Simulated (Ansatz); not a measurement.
**ZrN: further runs on the relaxed cell, part 1 of 2**

Aim: for ZrN, relax it again with other functionals.

The COD entry's cell or inner coordinates are ideal or old and differ from later refinements, so a difference from it is no clean test against experiment.

Method: DFT PBE, scalar-relativistic, plane waves, PAW, in Ansatz 0.2.0.

**1. The structure to begin with**

The structure is cubic, space group Fm-3m (No. 225). Conventional cell: a = 4.595 Å, b = 4.595 Å, c = 4.595 Å, α = 90.00°, β = 90.00°, γ = 90.00°. Zr (site symmetry m-3m) has 6 N at 2.30 Å as nearest neighbours. Around N (site symmetry m-3m) lie 6 Zr at 2.30 Å.

Structure file:

```cif
data_structure
_symmetry_space_group_name_H-M 'Fm-3m'
_symmetry_Int_Tables_number 225
_cell_length_a 4.5947
_cell_length_b 4.5947
_cell_length_c 4.5947
_cell_angle_alpha 90.000
_cell_angle_beta 90.000
_cell_angle_gamma 90.000
_cell_volume 97.00
loop_
_atom_site_label
_atom_site_type_symbol
_atom_site_symmetry_multiplicity
_atom_site_Wyckoff_symbol
_atom_site_fract_x
_atom_site_fract_y
_atom_site_fract_z
_atom_site_occupancy
Zr1 Zr 4 b 0.50000 0.00000 0.00000 1
N1 N 4 a 0.00000 0.00000 0.00000 1
```

This cell was relaxed beforehand with the same method: volume 12.13 Å³/atom, gap on the mesh none (metal).

**2. Relaxing with LDA**

Input file input.yaml:

```yaml
crystal:
  lattice:
    - [0.0, 2.2973735941, 2.2973735941]
    - [2.2973735941, 0.0, 2.2973735941]
    - [2.2973735941, 2.2973735941, 0.0]
  atoms:
    - { symbol: Zr, position: [0.5, 0.5, 0.5] }
    - { symbol: "N", position: [0.0, 0.0, 0.0] }
basis:
  ecutwfc: 420
kpoints:
  mp_grid: { grid: [16, 16, 16] }
hamiltonian:
  xc: lda
scf:
  occupations: { method: gaussian, width: 0.1 }
output:
  forces: true
  stress: true
  eigenvalues: true
relax:
  adjacent_minimum: "off"
  f_tol: 0.005
  max_steps: 50
  cell: { stress_tol: 0.05 }
```

Launch:

```sh
$ ansatz run input.yaml --threads 1 --pin off --max-ram 2560MiB --backend cpu --events-out ev --progress --plain --runs-dir out
```

Log:

```text
Warning: RAYON_NUM_THREADS=1 ignored (pool sized by the plan → 1); use --threads N
Engine: ansatz 0.2.0, x86_64-unknown-linux-gnu
Pseudopotentials: kind: paw
Pseudopotential: Zr, paw, valence charge 12, recommended cutoff 420 eV (normal), Zr.paw.azcp
Pseudopotential: N, paw, valence charge 5, recommended cutoff 420 eV (normal), N.paw.azcp
Functional definition: SPW92
  exchange = slater_x
  correlation = pw_c
Crystal: 2 atoms, lattice volume = 24.251 Å³
Basis set: ecut = 420 eV, 459 PW (Γ)
Bands: 13, of which v1, the nominal top of the filled ones, is band 9 counted from 1 (8 counted from 0)
Symmetry: 48 space group operations
Space group: Fm-3m (ITA 225), of the structure as read, at distance tolerance 2.9e-5 Å
k-points: 145 of 4096
Non-local potential: Zr, projectors of the file, l = 0: 3, l = 1: 2, l = 2: 2, l = 3: 2
Non-local potential: N, projectors of the file, l = 0: 2, l = 1: 2, l = 2: 1
PAW form: soft (Blöchl's): semilocal exchange-correlation on the pseudo side does not see the compensation charge
PAW frozen core: Zr, regenerated for the run's functional, and the local potential with it (the file was generated under x = pbe(κ = 0.804, μ = 0.2195149727645171), c = pbe(β = 0.06672455060314922))
PAW frozen core: N, regenerated for the run's functional, and the local potential with it (the file was generated under x = pbe(κ = 0.804, μ = 0.2195149727645171), c = pbe(β = 0.06672455060314922))
PAW one-centre angular grid: Zr, 590 points (default); XC on 64 Gauss nodes
PAW one-centre angular grid: N, 110 points (default); XC on 64 Gauss nodes
Initial density: superposition of atomic densities (neutral atoms: chi_scale 0, normalization atom), corrected by the library's trained network
Initial wavefunctions: pseudopotential atomic-orbital guess
Functional: x = slater, c = lda
SCF iter   1: F=—  HF=-4455.306280 eV  |F-HF|=—  |Δ(HF+E_count)|=         —  Δρ=8.67e-3  dr2=1.75e-2  ethr=1.77e-3  ⟨swp⟩=5.0  Hψ=9148  notcnv=0
preconditioner: auto → none  [metal: Δε(μ)=0.011 eV  Ē_g=18.710 eV  σ=0.100 eV  W_gap=0.06  n_scr=8 (ndim 8)  ℏωp=29.2 eV  f_vac=0.000  D(μ)=0.77/eV (n_scr^D=8)  sad-step TF]
SCF iter   2: F=—  HF=-4455.303852 eV  |F-HF|=—  |Δ(HF+E_count)|=   2.43e-3  Δρ=5.36e-3  dr2=7.46e-3  ethr=1.03e-4  ⟨swp⟩=1.0  Hψ=3045  notcnv=0
SCF iter   3: F=—  HF=-4455.302297 eV  |F-HF|=—  |Δ(HF+E_count)|=   1.56e-3  Δρ=7.72e-4  dr2=6.95e-5  ethr=4.39e-5  ⟨swp⟩=2.1  Hψ=2209  notcnv=0
SCF iter   4: F=—  HF=-4455.302266 eV  |F-HF|=—  |Δ(HF+E_count)|=   3.01e-5  Δρ=1.36e-4  dr2=2.46e-6  ethr=4.09e-7  ⟨swp⟩=2.1  Hψ=3041  notcnv=0
SCF iter   5: F=—  HF=-4455.302266 eV  |F-HF|=—  |Δ(HF+E_count)|=   6.92e-7  Δρ=4.01e-5  dr2=3.49e-7  ethr=1.45e-8  ⟨swp⟩=1.1  Hψ=1871  notcnv=0
SCF iter   6: F=-4455.302266 eV  HF=-4455.302266 eV  |F-HF|=1.42e-8  |Δ(HF+E_count)|=   1.20e-7  Δρ=9.43e-6  dr2=1.72e-8  ethr=5.88e-10  ⟨swp⟩=5.6  Hψ=7772  notcnv=0
SCF 1 converged in 6 iterations: F = -4455.302266 eV  dr2 = 1.72e-8
relax step   1: F+E_penalty+E_count = -4455.30226559 eV  Δ(F+E_penalty+E_count) = +0.000e0 eV  max|allowed force component| = 5.811e-29 eV/Å  Δτ_max = 0.0000 Å  P = -11.869 GPa  Ω = 24.251 Å³  (6 SCF iters, dr2 threshold 1.00e-7 eV, accepted)
Crystal: 2 atoms, lattice volume = 22.421 Å³
Basis set: ecut = 420 eV, 411 PW (Γ)
Initial density: handed on by an earlier stage of this run
Initial wavefunctions: those handed on with the density
iter 1 solved again at ethr=2.25e-4 eV; its pass at ethr=3.10e-3 eV (dr2=3.83e-2 eV) is discarded
SCF iter   1: F=—  HF=-4455.336281 eV  |F-HF|=—  |Δ(HF+E_count)|=         —  Δρ=1.29e-2  dr2=3.90e-2  ethr=2.25e-4  ⟨swp⟩=1.0  Hψ=12131  notcnv=0
preconditioner: auto → none  [metal: Δε(μ)=0.028 eV  Ē_g=19.261 eV  σ=0.100 eV  W_gap=0.16  n_scr=8 (ndim 8)  ℏωp=30.4 eV  f_vac=0.000  D(μ)=0.71/eV (n_scr^D=0)]
SCF iter   2: F=—  HF=-4455.327345 eV  |F-HF|=—  |Δ(HF+E_count)|=   8.94e-3  Δρ=3.12e-3  dr2=2.84e-3  ethr=2.25e-4  ⟨swp⟩=2.1  Hψ=2436  notcnv=0
SCF iter   3: F=—  HF=-4455.326670 eV  |F-HF|=—  |Δ(HF+E_count)|=   6.75e-4  Δρ=5.64e-4  dr2=6.02e-5  ethr=1.67e-5  ⟨swp⟩=2.0  Hψ=2206  notcnv=0
SCF iter   4: F=—  HF=-4455.326656 eV  |F-HF|=—  |Δ(HF+E_count)|=   1.40e-5  Δρ=6.71e-5  dr2=4.63e-7  ethr=3.54e-7  ⟨swp⟩=2.1  Hψ=2309  notcnv=0
iter 5 did not close the SCF: its close was put off for the readings that it lacked (scf_convergence_deferred on its scf_iter line)
SCF iter   5: F=-4455.326656 eV  HF=-4455.326656 eV  |F-HF|=5.73e-10  |Δ(HF+E_count)|=   1.84e-8  Δρ=4.95e-6  dr2=1.84e-9  ethr=2.72e-9  ⟨swp⟩=2.2  Hψ=2733  notcnv=0
SCF iter   6: F=-4455.326656 eV  HF=-4455.326656 eV  |F-HF|=5.46e-12  |Δ(HF+E_count)|=  9.81e-10  Δρ=2.75e-7  dr2=7.95e-12  ethr=1.08e-11  ⟨swp⟩=1.2  Hψ=5689  notcnv=0
the search or the solves at the SCF's close seem to have found levels that the self-consistency loop had missed (the run counts 1). By its estimate they hold under 1e-12 electrons; where the run keeps them, the occupations were computed again with them
SCF 2 converged in 6 iterations: F = -4455.326656 eV  dr2 = 7.95e-12
relax step   2: F+E_penalty+E_count = -4455.32665559 eV  Δ(F+E_penalty+E_count) = -2.439e-2 eV  max|allowed force component| = 5.686e-30 eV/Å  Δτ_max = 0.0000 Å  P = +10.090 GPa  Ω = 22.421 Å³  energy of the carried Pulay correction = +5.727e-3 eV  (6 SCF iters, dr2 threshold 2.00e-7 eV, accepted)
Crystal: 2 atoms, lattice volume = 23.226 Å³
iter 1 solved again at ethr=5.77e-5 eV; its pass at ethr=3.10e-3 eV (dr2=9.81e-3 eV) is discarded
SCF iter   1: F=—  HF=-4455.349255 eV  |F-HF|=—  |Δ(HF+E_count)|=         —  Δρ=6.27e-3  dr2=9.75e-3  ethr=5.77e-5  ⟨swp⟩=1.0  Hψ=11949  notcnv=0
preconditioner: auto → none  [metal: Δε(μ)=0.019 eV  Ē_g=18.986 eV  σ=0.100 eV  W_gap=0.10  n_scr=8 (ndim 8)  ℏωp=29.8 eV  f_vac=0.000  D(μ)=0.75/eV (n_scr^D=8)]
SCF iter   2: F=—  HF=-4455.347082 eV  |F-HF|=—  |Δ(HF+E_count)|=   2.17e-3  Δρ=1.54e-3  dr2=7.34e-4  ethr=5.74e-5  ⟨swp⟩=2.1  Hψ=2216  notcnv=0
SCF iter   3: F=—  HF=-4455.346909 eV  |F-HF|=—  |Δ(HF+E_count)|=   1.74e-4  Δρ=2.77e-4  dr2=1.66e-5  ethr=4.32e-6  ⟨swp⟩=2.0  Hψ=2206  notcnv=0
SCF iter   4: F=—  HF=-4455.346905 eV  |F-HF|=—  |Δ(HF+E_count)|=   3.30e-6  Δρ=3.36e-5  dr2=1.24e-7  ethr=9.74e-8  ⟨swp⟩=2.1  Hψ=2302  notcnv=0
iter 5 did not close the SCF: its close was put off for the readings that it lacked (scf_convergence_deferred on its scf_iter line)
SCF iter   5: F=-4455.346905 eV  HF=-4455.346905 eV  |F-HF|=1.66e-10  |Δ(HF+E_count)|=  7.89e-10  Δρ=2.52e-6  dr2=4.68e-10  ethr=7.28e-10  ⟨swp⟩=2.3  Hψ=3053  notcnv=0
SCF iter   6: F=-4455.346905 eV  HF=-4455.346905 eV  |F-HF|=2.73e-12  |Δ(HF+E_count)|=  1.70e-10  Δρ=2.02e-7  dr2=5.77e-12  ethr=2.75e-12  ⟨swp⟩=1.0  Hψ=5088  notcnv=0
SCF 3 converged in 6 iterations: F = -4455.346905 eV  dr2 = 5.77e-12
relax step   3: F+E_penalty+E_count = -4455.34690543 eV  Δ(F+E_penalty+E_count) = -2.025e-2 eV  max|allowed force component| = 6.640e-30 eV/Å  Δτ_max = 0.0000 Å  P = -0.683 GPa  Ω = 23.226 Å³  energy of the carried Pulay correction = +3.152e-3 eV  (6 SCF iters, dr2 threshold 2.00e-7 eV, accepted)
Crystal: 2 atoms, lattice volume = 23.174 Å³
iter 1 solved again at ethr=2.34e-7 eV; its pass at ethr=3.10e-3 eV (dr2=3.98e-5 eV) is discarded
SCF iter   1: F=—  HF=-4455.347199 eV  |F-HF|=—  |Δ(HF+E_count)|=         —  Δρ=3.86e-4  dr2=3.67e-5  ethr=2.34e-7  ⟨swp⟩=1.0  Hψ=10026  notcnv=0
preconditioner: auto → none  [metal: Δε(μ)=0.017 eV  Ē_g=19.018 eV  σ=0.100 eV  W_gap=0.10  n_scr=8 (ndim 8)  ℏωp=29.9 eV  f_vac=0.000  D(μ)=0.74/eV (n_scr^D=0)]
SCF iter   2: F=—  HF=-4455.347191 eV  |F-HF|=—  |Δ(HF+E_count)|=   8.19e-6  Δρ=9.38e-5  dr2=2.73e-6  ethr=2.16e-7  ⟨swp⟩=2.1  Hψ=2216  notcnv=0
iter 3 did not close the SCF: its close was put off for the readings that it lacked (scf_convergence_deferred on its scf_iter line)
SCF iter   3: F=-4455.347190 eV  HF=-4455.347190 eV  |F-HF|=3.94e-8  |Δ(HF+E_count)|=   6.51e-7  Δρ=1.70e-5  dr2=6.10e-8  ethr=1.60e-8  ⟨swp⟩=2.0  Hψ=2208  notcnv=0
iter 4 did not close the SCF: its close was put off for the readings that it lacked (scf_convergence_deferred on its scf_iter line)
SCF iter   4: F=-4455.347190 eV  HF=-4455.347190 eV  |F-HF|=6.55e-11  |Δ(HF+E_count)|=   1.44e-8  Δρ=2.22e-6  dr2=5.33e-10  ethr=3.59e-10  ⟨swp⟩=2.1  Hψ=2329  notcnv=0
iter 5 did not close the SCF: its close was put off for the readings that it lacked (scf_convergence_deferred on its scf_iter line)
SCF iter   5: F=-4455.347190 eV  HF=-4455.347190 eV  |F-HF|=0.00e0  |Δ(HF+E_count)|=  6.64e-11  Δρ=1.69e-7  dr2=1.90e-12  ethr=3.13e-12  ⟨swp⟩=2.4  Hψ=3022  notcnv=0
SCF iter   6: F=-4455.347190 eV  HF=-4455.347190 eV  |F-HF|=2.73e-12  |Δ(HF+E_count)|=  1.82e-12  Δρ=1.95e-8  dr2=4.33e-14  ethr=1.00e-12  ⟨swp⟩=1.0  Hψ=4350  notcnv=0
SCF 4 converged in 6 iterations: F = -4455.347190 eV  dr2 = 4.33e-14
relax step   4: F+E_penalty+E_count = -4455.34718988 eV  Δ(F+E_penalty+E_count) = -2.844e-4 eV  max|allowed force component| = 1.265e-29 eV/Å  Δτ_max = 0.0000 Å  P = -0.035 GPa  Ω = 23.174 Å³  energy of the carried Pulay correction = +3.318e-3 eV  (6 SCF iters, dr2 threshold 2.00e-7 eV, accepted)
Initial wavefunctions: pseudopotential atomic-orbital guess (no wavefunctions were taken with the density)
iter 1 solved again at ethr=4.51e-8 eV; its pass at ethr=3.10e-3 eV (dr2=7.67e-6 eV) is discarded
SCF iter   1: F=—  HF=-4455.344481 eV  |F-HF|=—  |Δ(HF+E_count)|=         —  Δρ=2.40e-4  dr2=2.19e-6  ethr=4.51e-8  ⟨swp⟩=3.2  Hψ=14802  notcnv=0
preconditioner: auto → none  [metal: Δε(μ)=0.019 eV  Ē_g=19.017 eV  σ=0.100 eV  W_gap=0.11  n_scr=8 (ndim 8)  ℏωp=29.9 eV  f_vac=0.000  D(μ)=0.74/eV (n_scr^D=8)]
SCF iter   2: F=—  HF=-4455.344481 eV  |F-HF|=—  |Δ(HF+E_count)|=   3.79e-7  Δρ=1.11e-4  dr2=3.22e-7  ethr=1.29e-8  ⟨swp⟩=2.2  Hψ=2374  notcnv=0
SCF iter   3: F=—  HF=-4455.344481 eV  |F-HF|=—  |Δ(HF+E_count)|=   2.13e-7  Δρ=1.57e-5  dr2=6.54e-9  ethr=1.89e-9  ⟨swp⟩=2.0  Hψ=2514  notcnv=0
SCF iter   4: F=—  HF=-4455.344481 eV  |F-HF|=—  |Δ(HF+E_count)|=   5.98e-9  Δρ=1.02e-6  dr2=6.73e-11  ethr=3.85e-11  ⟨swp⟩=2.3  Hψ=3026  notcnv=0
iter 5 did not close the SCF: its close was put off for the readings that it lacked (scf_convergence_deferred on its scf_iter line)
SCF iter   5: F=-4455.344481 eV  HF=-4455.344481 eV  |F-HF|=9.09e-13  |Δ(HF+E_count)|=  1.09e-11  Δρ=1.73e-7  dr2=2.60e-12  ethr=1.00e-12  ⟨swp⟩=1.4  Hψ=2309  notcnv=0
SCF iter   6: F=-4455.344481 eV  HF=-4455.344481 eV  |F-HF|=0.00e0  |Δ(HF+E_count)|=  9.09e-13  Δρ=9.11e-9  dr2=1.18e-14  ethr=1.00e-12  ⟨swp⟩=3.0  Hψ=6843  notcnv=0
SCF 5 converged in 6 iterations: F = -4455.344481 eV  dr2 = 1.18e-14
relax step   5: F+E_penalty+E_count = -4455.34448110 eV  Δ(F+E_penalty+E_count) = +2.709e-3 eV  max|allowed force component| = 7.248e-30 eV/Å  Δτ_max = 0.0000 Å  P = -0.213 GPa  Ω = 23.174 Å³  stress off target by 2.13e-1 GPa  SCF on the basis re-selected at this cell (its energy is not comparable with the rows above)  (6 SCF iters)
basis re-selected at this cell: Δ(F+E_penalty+E_count) = +2.709e-3 eV, ΔP = -0.178 GPa vs the last step (what re-selecting the basis moved, of the pressure what is left beyond the Pulay correction that the steps carried, after the strain that the cell walked since its last selection, with what the two solves' SCF thresholds leave and, on support functions, any second-order correction that the steps lacked; it is no measure of the basis error at this ecutwfc). This SCF's stress stands 2.13e-1 GPa from its target on what of the cell is left free (relax.cell.stress_tol is 5.00e-2 GPa) and its largest allowed force component is 7.25e-30 eV/Å (relax.f_tol is 5.00e-3 eV/Å): not within both, so this SCF does not close the relaxation
Crystal: 2 atoms, lattice volume = 23.156 Å³
iter 1 solved again at ethr=2.55e-8 eV; its pass at ethr=3.10e-3 eV (dr2=4.33e-6 eV) is discarded
SCF iter   1: F=—  HF=-4455.344548 eV  |F-HF|=—  |Δ(HF+E_count)|=         —  Δρ=1.27e-4  dr2=4.00e-6  ethr=2.55e-8  ⟨swp⟩=1.0  Hψ=10027  notcnv=0
preconditioner: auto → none  [metal: Δε(μ)=0.018 eV  Ē_g=19.023 eV  σ=0.100 eV  W_gap=0.10  n_scr=8 (ndim 8)  ℏωp=29.9 eV  f_vac=0.000  D(μ)=0.74/eV (n_scr^D=0)]
SCF iter   2: F=—  HF=-4455.344547 eV  |F-HF|=—  |Δ(HF+E_count)|=   8.93e-7  Δρ=3.11e-5  dr2=2.98e-7  ethr=2.35e-8  ⟨swp⟩=2.2  Hψ=2223  notcnv=0
iter 3 did not close the SCF: its close was put off for the readings that it lacked (scf_convergence_deferred on its scf_iter line)
SCF iter   3: F=-4455.344547 eV  HF=-4455.344547 eV  |F-HF|=4.25e-9  |Δ(HF+E_count)|=   7.13e-8  Δρ=5.60e-6  dr2=6.62e-9  ethr=1.75e-9  ⟨swp⟩=2.0  Hψ=2208  notcnv=0
iter 4 did not close the SCF: its close was put off for the readings that it lacked (scf_convergence_deferred on its scf_iter line)
SCF iter   4: F=-4455.344547 eV  HF=-4455.344547 eV  |F-HF|=9.09e-12  |Δ(HF+E_count)|=   1.53e-9  Δρ=7.33e-7  dr2=5.81e-11  ethr=3.90e-11  ⟨swp⟩=2.1  Hψ=2419  notcnv=0
iter 5 did not close the SCF: its close was put off for the readings that it lacked (scf_convergence_deferred on its scf_iter line)
SCF iter   5: F=-4455.344547 eV  HF=-4455.344547 eV  |F-HF|=9.09e-13  |Δ(HF+E_count)|=  3.64e-12  Δρ=5.21e-8  dr2=1.89e-13  ethr=1.00e-12  ⟨swp⟩=1.3  Hψ=2057  notcnv=0
SCF iter   6: F=-4455.344547 eV  HF=-4455.344547 eV  |F-HF|=0.00e0  |Δ(HF+E_count)|=  9.09e-13  Δρ=8.31e-9  dr2=2.85e-15  ethr=1.00e-12  ⟨swp⟩=1.0  Hψ=4350  notcnv=0
SCF 6 converged in 6 iterations: F = -4455.344547 eV  dr2 = 2.85e-15
relax step   6: F+E_penalty+E_count = -4455.34454664 eV  Δ(F+E_penalty+E_count) = -6.555e-5 eV  max|allowed force component| = 7.659e-30 eV/Å  Δτ_max = 0.0000 Å  P = +0.000 GPa  Ω = 23.156 Å³  energy of the carried Pulay correction = +5.407e-5 eV  (6 SCF iters, dr2 threshold 1.13e-7 eV, accepted)
iter 1 solved again at ethr=3.30e-8 eV; its pass at ethr=3.10e-3 eV (dr2=5.61e-6 eV) is discarded
SCF iter   1: F=—  HF=-4455.344490 eV  |F-HF|=—  |Δ(HF+E_count)|=         —  Δρ=4.77e-6  dr2=1.00e-9  ethr=3.30e-8  ⟨swp⟩=3.5  Hψ=15294  notcnv=0
preconditioner: auto → none  [metal: Δε(μ)=0.019 eV  Ē_g=19.022 eV  σ=0.100 eV  W_gap=0.11  n_scr=8 (ndim 8)  ℏωp=29.9 eV  f_vac=0.000  D(μ)=0.74/eV (n_scr^D=8)]
SCF iter   2: F=—  HF=-4455.344489 eV  |F-HF|=—  |Δ(HF+E_count)|=   9.55e-7  Δρ=2.17e-6  dr2=1.25e-10  ethr=5.90e-12  ⟨swp⟩=2.4  Hψ=3104  notcnv=0
iter 3 did not close the SCF: its close was put off for the readings that it lacked (scf_convergence_deferred on its scf_iter line)
SCF iter   3: F=-4455.344489 eV  HF=-4455.344489 eV  |F-HF|=4.55e-12  |Δ(HF+E_count)|=  7.91e-11  Δρ=4.21e-7  dr2=4.47e-12  ethr=1.00e-12  ⟨swp⟩=1.0  Hψ=1885  notcnv=0
iter 4 did not close the SCF: its close was put off for the readings that it lacked (scf_convergence_deferred on its scf_iter line)
SCF iter   4: F=-4455.344489 eV  HF=-4455.344489 eV  |F-HF|=0.00e0  |Δ(HF+E_count)|=  4.55e-12  Δρ=1.92e-8  dr2=4.19e-14  ethr=1.00e-12  ⟨swp⟩=1.0  Hψ=1885  notcnv=0
iter 5 did not close the SCF: its close was put off for the readings that it lacked (scf_convergence_deferred on its scf_iter line)
SCF iter   5: F=-4455.344489 eV  HF=-4455.344489 eV  |F-HF|=1.82e-12  |Δ(HF+E_count)|=  1.82e-12  Δρ=3.10e-9  dr2=1.76e-15  ethr=1.00e-12  ⟨swp⟩=1.0  Hψ=1885  notcnv=0
iter 6 did not close the SCF: its close was put off for the readings that it lacked (scf_convergence_deferred on its scf_iter line)
SCF iter   6: F=-4455.344489 eV  HF=-4455.344489 eV  |F-HF|=9.09e-13  |Δ(HF+E_count)|=  9.09e-13  Δρ=4.47e-10  dr2=1.61e-17  ethr=1.00e-12  ⟨swp⟩=1.0  Hψ=1885  notcnv=0
SCF iter   7: F=-4455.344489 eV  HF=-4455.344489 eV  |F-HF|=1.82e-12  |Δ(HF+E_count)|=    0.00e0  Δρ=1.03e-10  dr2=1.82e-18  ethr=1.00e-12  ⟨swp⟩=2.0  Hψ=5095  notcnv=0
SCF 7 converged in 7 iterations: F = -4455.344489 eV  dr2 = 1.82e-18
relax step   7: F+E_penalty+E_count = -4455.34448916 eV  Δ(F+E_penalty+E_count) = +5.749e-5 eV  max|allowed force component| = 1.499e-29 eV/Å  Δτ_max = 0.0000 Å  P = -0.002 GPa  Ω = 23.156 Å³  stress off target by 1.67e-3 GPa  SCF on the basis re-selected at this cell (its energy is not comparable with the rows above)  (7 SCF iters)
basis re-selected at this cell: Δ(F+E_penalty+E_count) = +5.749e-5 eV, ΔP = -0.002 GPa vs the last step (what re-selecting the basis moved, of the pressure what is left beyond the Pulay correction that the steps carried, after the strain that the cell walked since its last selection, with what the two solves' SCF thresholds leave and, on support functions, any second-order correction that the steps lacked; it is no measure of the basis error at this ecutwfc). This SCF's stress stands 1.67e-3 GPa from its target on what of the cell is left free (relax.cell.stress_tol is 5.00e-2 GPa) and its largest allowed force component is 1.50e-29 eV/Å (relax.f_tol is 5.00e-3 eV/Å): within both
SCF converged after 7 iterations
Free energy (F): -4455.344489 eV
Harris-Foulkes:  -4455.344489 eV  (|F-HF|=1.82e-12)
Internal energy: -4455.340786 eV  (E = F + TS)
E sigma→0 (E₀):  -4455.342638 eV
Entropy (-TS):   -0.003703 eV (-1.851 meV/atom)
Fermi energy:    18.094794 eV
--- Per-component energies (eV) ---
  E_band       = -17.263739
  E_kinetic    = 470.043300
  E_local      = -604.912309  (includes V_loc(G=0)·N_el)
  E_nonlocal   = 128.771682
  E_hartree    = 181.210374
  E_xc         = -223.194449
  E_vxc        = -270.859758  (∫ρ·V_xc dr)
  E_paw        = -2966.633920  (= ΣΔE_a)
  E_vpaw       = -102.727515  (= ΣTr[D̂ρ^β])
  E_aug_tail   = 0.000113  (compensation charges beyond the density's cutoff)
  E_ewald      = -1441.076022
  E_core_change = 0.450445  (= ΣΔE_core)
  E_smearing   = -0.003703  (= −TS)
  E_closure    = 0.000000  (closes the sum)
  Σ components = -4455.344489   (vs F -4455.344489, Δ=0.00e0)
--- Forces (eV/Å), atoms counted from 1 ---
  atom   1  Zr     0.00000000     0.00000000    -0.00000000
  atom   2  N     -0.00000000     0.00000000    -0.00000000
  max |Σ_I F_I| component: 3.10e-29 eV/Å
--- Stress (GPa, compression-positive) ---
       -0.001672      -0.000000      -0.000000
       -0.000000      -0.001672      -0.000000
       -0.000000      -0.000000      -0.001672
  P = ⅓ Tr σ = -0.0017 GPa (-0.017 kbar)
--- Band table (eV; the first three rows and the last of 145) ---
  k-point 0: bands = ["-31.2093", "-8.8315", "-8.8315", "-8.8315", "1.8807", "15.4207", "15.4207", "15.4207", "17.6614", "17.6614", "17.6614", "19.7583", "19.7583"]
  k-point 1: bands = ["-31.2029", "-8.8902", "-8.8356", "-8.8356", "1.9712", "15.0660", "15.1687", "15.1687", "17.7906", "17.7906", "17.7965", "20.0729", "20.0729"]
  k-point 2: bands = ["-31.1845", "-9.0536", "-8.8473", "-8.8473", "2.2275", "14.2589", "14.6011", "14.6011", "18.0547", "18.1220", "18.1220", "20.8728", "20.8728"]
  k-point 144: bands = ["-30.9811", "-9.5866", "-9.5866", "-9.3243", "3.0900", "12.5215", "13.3479", "13.3479", "19.1720", "19.1720", "22.9479", "23.1495", "24.3663"]
--- Relaxed structure (5 steps of the walk, 5 accepted, 2 SCFs on fresh bases) ---
  F+E_penalty+E_count = -4455.34448916 eV   max|allowed force component| = 1.499e-29 eV/Å   (the final SCF, on the basis selected at the relaxed cell)
  cell:  # Å, volume = 23.1562 Å³
    - [3.518991310218518e-33, 2.2622778940907455, 2.2622778940907455]
    - [2.2622778940907455, 5.5030017955272367e-33, 2.2622778940907455]
    - [2.2622778940907455, 2.2622778940907455, 2.001525826671799e-33]
  atoms:
    - { symbol: Zr, position: [0.5, 0.5, 0.5] }
    - { symbol: N, position: [7.265423827549362e-34, -1.5089726411063634e-33, -1.0618696363341153e-33] }
```

Run time: 24 s. Hardware: 1 thread of Intel Xeon Platinum 8259CL at 2.50GHz (Skylake/Cascade Lake), shared host; peak memory 0.41 GiB.

The steps of the relaxation:

| step | energy from step 1 (eV/cell) | largest force component (eV/Å) | pressure (GPa) | volume (Å³) |
| --- | --- | --- | --- | --- |
| 1 | 0.0000 | 0.0000 | -11.87 | 24.25 |
| 2 | -0.0244 | 0.0000 | 10.09 | 22.42 |
| 3 | -0.0446 | 0.0000 | -0.68 | 23.23 |
| 4 | -0.0449 | 0.0000 | -0.03 | 23.17 |
| 5 | -0.0422 | 0.0000 | -0.21 | 23.17 |
| 6 | -0.0423 | 0.0000 | 0.00 | 23.16 |
| 7 | -0.0422 | 0.0000 | 0.00 | 23.16 |

Step 1 is the start. Steps 5, 7 each repeat the geometry before them on a plane-wave basis chosen anew, so the energy can jump there without any move.

Lengths and angles in the start's conventional setting:

|  | before | after | change |
| --- | --- | --- | --- |
| a (Å) | 4.595 | 4.525 | -1.5 % |
| b (Å) | 4.595 | 4.525 | -1.5 % |
| c (Å) | 4.595 | 4.525 | -1.5 % |
| volume (Å³/atom) | 12.13 | 11.58 | -4.5 % |
| shortest distance (Å) | 2.297 | 2.262 | -1.5 % |
| space group (0.01 Å) | Fm-3m | Fm-3m | same |

Forces and stress were held to the start's 48 operations: a distortion of lower symmetry was not tested.

(Continued in part 2 of 2.)
